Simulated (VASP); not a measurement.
# How uniaxial stress along [001] changes InSb (F-43m), part 2 of 2

Strain engineering needs slopes: what does uniaxial stress along [001] do to the lattice and the band edges of InSb?

VASP 6.6.1, plane waves and PAW; the level of theory is named at each step.

So far: The structure; Relax the crystal, PBEsol; Strain across the axis, PBEsol; Band edges, TB-mBJ with spin-orbit coupling.

### Step 5. Band edges, r2SCAN with spin-orbit coupling

Short lines in KPOINTS_OPT sample the zone centre along and across the axis, for masses, and the other valleys.

Level: r2SCAN, spin-orbit coupling; plane waves and PAW (In_d, Sb); cell typed or built by script.

File INCAR:

```
SYSTEM = InSb
PREC = Accurate
ENCUT = 450
EDIFF = 1E-06
NELM = 100
ISMEAR = 0
SIGMA = 0.02
LREAL = .FALSE.
ALGO = Normal
METAGGA = R2SCAN
LASPH = .TRUE.
LNONCOLLINEAR = .TRUE.
MAGMOM = 0 0 0 0 0 0
NBANDS = 28
GGA_COMPAT = .FALSE.
LSORBIT = .TRUE.
LWAVE = .FALSE.
LCHARG = .FALSE.
KPAR = 3
```

File POSCAR:

```
InSb
1.0
    0.0000000000      3.2847065970      3.1956682740
    3.2847065970      0.0000000000      3.1956682740
    3.2847065970      3.2847065970      0.0000000000
In Sb
1 1
Direct
    0.0000000000      0.0000000000      0.0000000000
    0.2500000000      0.2500000000      0.2500000000
```

File KPOINTS:

```
Automatic mesh
0
Gamma
6 6 6
0 0 0
```

File KPOINTS_OPT:

```
Line mode
6
Line-mode
Reciprocal
  0.00000000   0.00000000   0.00000000
  0.02543032   0.02543032  -0.00000000

  0.00000000   0.00000000   0.00000000
  0.00000000  -0.02613886  -0.02613886

  0.31000000   0.31000000   0.00000000
  0.50000000   0.50000000   0.00000000

  0.00000000   0.31000000   0.31000000
  0.00000000   0.50000000   0.50000000

  0.45000000   0.45000000   0.45000000
  0.50000000   0.50000000   0.50000000

  0.45000000   0.00000000   0.00000000
  0.50000000   0.00000000   0.00000000

  0.42500000   0.42500000   0.00000000
  0.42500000   0.45113886   0.02613886

  0.50000000   0.50000000   0.50000000
  0.48151703   0.51848297   0.50000000
```

Potentials, in the order of the species: In_d and Sb (PBE family, release 64).

The run is started by

```console
$ mpirun -np 3 vasp_ncl
```

Log:

```text
[... set-up lines as in an earlier step ...]
 entering main loop
       N       E                     dE             d eps       ncg     rms          rms(c)
DAV:   1     0.991717676462E+02    0.99172E+02   -0.72675E+03  2296   0.120E+03
DAV:   2    -0.384928328581E+02   -0.13766E+03   -0.13340E+03  2356   0.324E+02
DAV:   3    -0.514001018911E+02   -0.12907E+02   -0.12740E+02  2888   0.118E+02
DAV:   4    -0.518978563164E+02   -0.49775E+00   -0.49676E+00  2748   0.257E+01
[...]
DAV:  12    -0.488351516188E+02   -0.10510E-04   -0.22058E-05  2604   0.504E-02    0.165E-02
DAV:  13    -0.488351526855E+02   -0.10666E-05   -0.46970E-06  2108   0.247E-02    0.647E-03
DAV:  14    -0.488351525200E+02    0.16548E-06   -0.84477E-07  1796   0.179E-02
   1 F= -.48835153E+02 E0= -.48835152E+02  d E =-.377705E-06  mag=    -0.0000     0.0000     0.0000
 Start KPOINTS_OPT (optional k-point list driver)
k-point batch [1-41\48]
       N       E                     dE             ncg
DAV:   1     0.225012024789E+04   -0.10471E+05     2296
DAV:   2    -0.339024584452E+04   -0.56404E+04     2384
DAV:   3    -0.395116569244E+04   -0.56092E+03     2896
DAV:   4    -0.397458486385E+04   -0.23419E+02     2776
DAV:   5    -0.397599322024E+04   -0.14084E+01     3836
DAV:   6    -0.397600740280E+04   -0.14183E-01     2980
DAV:   7    -0.397600825724E+04   -0.85444E-03     3716
DAV:   8    -0.397600827560E+04   -0.18356E-04     2800
DAV:   9    -0.397600827630E+04   -0.69819E-06     1792
k-point batch [42-48\48]
       N       E                     dE             ncg
DAV:   1     0.130177045049E+05   -0.26116E+04      392
DAV:   2     0.120826862805E+05   -0.93502E+03      396
DAV:   3     0.119894041257E+05   -0.93282E+02      480
DAV:   4     0.119858623484E+05   -0.35418E+01      448
DAV:   5     0.119856151241E+05   -0.24722E+00      664
DAV:   6     0.119856123309E+05   -0.27932E-02      488
DAV:   7     0.119856121609E+05   -0.16999E-03      672
DAV:   8     0.119856121582E+05   -0.26301E-05      448
DAV:   9     0.119856121582E+05   -0.78964E-07      296
```

The job ended after 2.3 min (3 MPI ranks of Intel Xeon 6975P-C (Granite Rapids), shared host; peak memory 1.2 GiB).

From OUTCAR (step 5):

```text
  Total        0.3730327      0.3730327      0.6846983      0.0000000     -0.0000000      0.0000000
  in kB        8.6670755      8.6670755     15.9083449      0.0000000     -0.0000000      0.0000000
  external PRESSURE =      11.0808320 kB  Pullay stress =       0.0000000 kB

 POSITION                                       TOTAL-FORCE (eV/Angst)
 -----------------------------------------------------------------------------------
      0.00000      0.00000      0.00000        -0.000000     -0.000000      0.000000
      1.64235      1.64235      1.59783         0.000000      0.000000     -0.000000
 -----------------------------------------------------------------------------------
    total drift:                               -0.000001     -0.000001      0.000000

  FREE ENERGIE OF THE ION-ELECTRON SYSTEM (eV)
  ---------------------------------------------------
  free  energy   TOTEN  =       -48.8351525200 eV

  energy  without entropy=      -48.8351521423  energy(sigma->0) =      -48.83515233

[... 2 parts as in an earlier step ...]

[... 1 further part left out ...]
[key lines of the parts left out:]
E-fermi :   5.0119
```

Read from the output:

```
energy(sigma→0) of the program : -48.8352 eV
stress, compression positive   : xx, yy, zz 0.87, 0.87, 1.59 GPa
```

The run ends at a pressure of 1.11 GPa.

### Step 6. The table

The other members went through these steps as far as the tables show, with the same cutoff and, step by step, the same mesh; 40 runs are not shown. The session took 2.0 core hours (wall time by ranks) on a shared machine.

| strain along the axis (%) | strain across the axis (%) | stress along the axis, tension positive (GPa) | energy above the unstrained row (meV/atom) |
| --- | --- | --- | --- |
| -2.000 | 0.730 | -0.692 | 1.470 |
| -1.500 | 0.549 | -0.516 | 0.805 |
| -1.000 | 0.368 | -0.335 | 0.343 |
| -0.500 | 0.184 | -0.158 | 0.079 |
| 0 | 0.000 | 0.004 | 0.000 |
| 0.500 | -0.198 | 0.166 | 0.086 |
| 1.000 | -0.359 | 0.370 | 0.375 |
| 1.500 | -0.528 | 0.569 | 0.876 |
| 2.000 | -0.696 | 0.773 | 1.592 |

Slopes at zero strain, from cubics through all rows: strain ratio -0.368, stress over strain 35 GPa.

Band edges at TB-mBJ with spin-orbit coupling, counted from the valence-band top at Γ, spin-orbit pairs averaged, with one row partly withheld:

| strain along the axis (%) | gap (eV) | conduction band at Γ (eV) | Δ or X valley along z (eV) | Δ or X valley along x (eV) | lowest conduction level at L, [111] (eV) | lowest conduction level at L, [-111] (eV) | second valence level below the top (eV) | third valence level below the top (eV) |
| --- | --- | --- | --- | --- | --- | --- | --- | --- |
| -2.000 | 0.149 | 0.149 | 1.282 | 1.482 | 0.763 | 0.763 | 0.094 | 0.749 |
| -1.500 | 0.155 | 0.155 | 1.330 | 1.480 | 0.777 | 0.777 | 0.070 | 0.733 |
| -1.000 | 0.161 | 0.161 | 1.378 | 1.477 | 0.790 | 0.790 | 0.046 | 0.718 |
| -0.500 | ? | ? | 1.424 | 1.474 | 0.801 | 0.801 | 0.023 | 0.705 |
| 0 | 0.170 | 0.170 | 1.471 | 1.471 | 0.811 | 0.811 | 0.000 | 0.692 |
| 0.500 | 0.152 | 0.152 | 1.494 | 1.444 | 0.797 | 0.797 | 0.023 | 0.704 |
| 1.000 | 0.130 | 0.130 | 1.517 | 1.419 | 0.782 | 0.782 | 0.045 | 0.716 |
| 1.500 | 0.108 | 0.108 | 1.539 | 1.393 | 0.765 | 0.765 | 0.066 | 0.729 |
| 2.000 | 0.086 | 0.086 | 1.561 | 1.368 | 0.748 | 0.748 | 0.086 | 0.743 |

### Step 7. A fit to the known rows

The quantity to fit is the conduction level at Γ above the mean of the three top valence levels at TB-mBJ with spin-orbit coupling: 0.430, 0.423, 0.416, 0.401, 0.395, 0.384, 0.373, 0.362 eV in the rows shown.

A least-squares parabola through the 8 rows shown, with e the strain in %: E = − 0.001455 e² − 0.01659 e + 0.4016 (eV), r.m.s. residual 8.0e-4 eV.

At e = -0.5 this predicts 0.4095 eV.

### Step 8. The withheld row

The calculation gives 0.4084 eV, so the prediction is 0.0011 eV too high, within twice the residual of the fit.

### Step 9. Summary of results

```json
{
  "Poisson ratio": "0.368",
  "Young's modulus along the axis": "35 GPa",
  "gap of the unstrained cell, TB-mBJ with spin-orbit coupling": "0.17 eV",
  "slope at zero strain of the conduction level at Γ above the mean of the three top valence levels, TB-mBJ with spin-orbit coupling": "-17 meV per %",
  "error of the predicted row": "1.1 meV"
}
```

In words: As a check, the curvature of the energy gives 34 GPa for the same modulus (energy per volume = E/2 × strain²), 3 % from the slope of the stress. At TB-mBJ with spin-orbit coupling the lowest conduction valley is Γ throughout, and the gap runs between 0.09 and 0.17 eV. At r2SCAN with spin-orbit coupling the gap falls under 0.05 eV in some or all rows, where bands may have changed order, so that level, though run, gets no table. The gap at PBEsol is under 0.05 eV in some or all rows and is left out; the elastic columns come from such cells and can be uneven. Hole masses are left out throughout, since the top bands are degenerate or cross in many series; of conduction masses, those of the Γ, L and (for Si and Ge under (001) strain) Δ valleys are kept where they change by under an eighth between rows. TB-mBJ is a potential fitted for gaps; it has no energy functional, so its total energies and forces mean nothing, and its bands tend to come out too narrow. Δ or X levels are the lowest on their line, refined by a parabola unless they lie at X; the gap is read from all points sampled and can differ from the lowest valley by some meV, or by tens of meV where strain moves the valence top off Γ. Temperature, zero-point motion and excitons are left out.

[Lines on the potential files, build, host, timing and source positions are cut from VASP's logs without a mark.]

[Logs are printed without paths, hosts, clocks, repeated set-up lines and the standing remarks that a program may print on its own settings, such as how far it seeks lower states.]

[Hosts, paths, dates, database ids (printed as entryN), source tags and the programs' standing remarks are cut or masked in the printed files.]

[In band tables of VASP the shares of atoms and orbitals are scaled to a sum of 1 inside the atoms' spheres.]
